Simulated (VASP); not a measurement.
Set up this calculation in VASP 6.6.1, as the native input.

| Property | Result |
| --- | --- |
| Task | band structure |
| Functional | PBE |
| Potentials or basis | VASP PAW PBE potentials, release 54 (Te, Mo_sv) |
| Cutoff | 520 eV |
| k mesh | 9 × 9 × 2 |
| Occupations | fermi-dirac, width 0.05 eV |
| Spin | no spin polarisation |
| Further INCAR settings | ALGO = Normal; EDIFF = 1e-06 |

Crystal: Te2Mo.

```
Te Mo
1.0
     3.51820    0.00000    0.00000
    -1.75910    3.04685    0.00000
     0.00000    0.00000   13.97360
Te Mo
4 2
Direct
  0.66667 0.33333 0.37900
  0.33333 0.66667 0.87900
  0.66667 0.33333 0.12100
  0.33333 0.66667 0.62100
  0.66667 0.33333 0.75000
  0.33333 0.66667 0.25000
```

One way to write it, as run:

POSCAR

```
Te2Mo
1.0
    3.5182000000      0.0000000000      0.0000000000
   -1.7591000000      3.0468505756      0.0000000000
    0.0000000000      0.0000000000     13.9736000000
Te Mo
4 2
Direct
    0.6666666667      0.3333333333      0.3790000000
    0.3333333333      0.6666666667      0.8790000000
    0.6666666667      0.3333333333      0.1210000000
    0.3333333333      0.6666666667      0.6210000000
    0.6666666667      0.3333333333      0.7500000000
    0.3333333333      0.6666666667      0.2500000000
```

INCAR.step1

```
PREC     = Accurate       # precision mode
ENCUT    = 520            # plane-wave cutoff, eV
EDIFF    = 1E-6           # SCF threshold, eV
ISMEAR   = -1             # smearing method
SIGMA    = 0.05           # smearing width, eV
LREAL    = F              # projectors in reciprocal space
LASPH    = T              # aspherical terms in the spheres
NELM     = 60             # most SCF steps
ALGO     = Normal         # electronic algorithm
ISIF     = 2              # what is computed and relaxed
LWAVE    = F              # write WAVECAR
LCHARG   = T              # write CHGCAR
LMAXMIX  = 4              # l up to which the mixer works
GGA      = PE             # functional
```

KPOINTS.step1

```
Automatic mesh
0
Gamma
  9 9 2
```

INCAR.step2

```
PREC     = Accurate       # precision mode
ENCUT    = 520            # plane-wave cutoff, eV
EDIFF    = 1E-6           # SCF threshold, eV
ISMEAR   = 0              # smearing method
SIGMA    = 0.05           # smearing width, eV
LREAL    = F              # projectors in reciprocal space
LASPH    = T              # aspherical terms in the spheres
NELM     = 60             # most SCF steps
ALGO     = Normal         # electronic algorithm
ISIF     = 2              # what is computed and relaxed
LWAVE    = F              # write WAVECAR
LCHARG   = F              # write CHGCAR
LMAXMIX  = 4              # l up to which the mixer works
GGA      = PE             # functional
ICHARG   = 11             # starting density
```

KPOINTS.step2

```
path GMKGALHA,LM,KH
10
line-mode
reciprocal
 0.0000000000  0.0000000000  0.0000000000  G
 0.5000000000  0.0000000000  0.0000000000  M

 0.5000000000  0.0000000000  0.0000000000  M
 0.3333333333  0.3333333333  0.0000000000  K

 0.3333333333  0.3333333333  0.0000000000  K
 0.0000000000  0.0000000000  0.0000000000  G

 0.0000000000  0.0000000000  0.0000000000  G
 0.0000000000  0.0000000000  0.5000000000  A

 0.0000000000  0.0000000000  0.5000000000  A
 0.5000000000  0.0000000000  0.5000000000  L

 0.5000000000  0.0000000000  0.5000000000  L
 0.3333333333  0.3333333333  0.5000000000  H

 0.3333333333  0.3333333333  0.5000000000  H
 0.0000000000  0.0000000000  0.5000000000  A

 0.5000000000  0.0000000000  0.5000000000  L
 0.5000000000  0.0000000000  0.0000000000  M

 0.3333333333  0.3333333333  0.0000000000  K
 0.3333333333  0.3333333333  0.5000000000  H
```

Potentials or basis: VASP PAW PBE potentials, release 54 (Te, Mo_sv).

The run is started by

```bash
$ cat potpaw_PBE.54/Te/POTCAR potpaw_PBE.54/Mo_sv/POTCAR > POTCAR
$ cp INCAR.step1 INCAR
$ cp KPOINTS.step1 KPOINTS
$ mpirun -np 1 vasp_std > vasp.out
$ cp INCAR.step2 INCAR
$ cp KPOINTS.step2 KPOINTS
$ mpirun -np 1 vasp_std > vasp.out
```

Results of the run:

| Quantity | Value |
| --- | --- |
| Band gap on the k mesh | 0.78 eV, indirect (least direct gap 1.04 eV) |
| Band gap along the path | 0.72 eV, indirect (least direct gap 1.04 eV) |

Caveat: the log is that of the step along the path at fixed density, whose energy, stress, charges and moments have no meaning; spin-orbit coupling is left out, which moves the levels of the heavy elements.

Run time: 7 min on 1 thread of Intel(R) Xeon(R) Platinum 8488C (Sapphire Rapids), with other jobs on the host, peak memory 0.49 GiB.
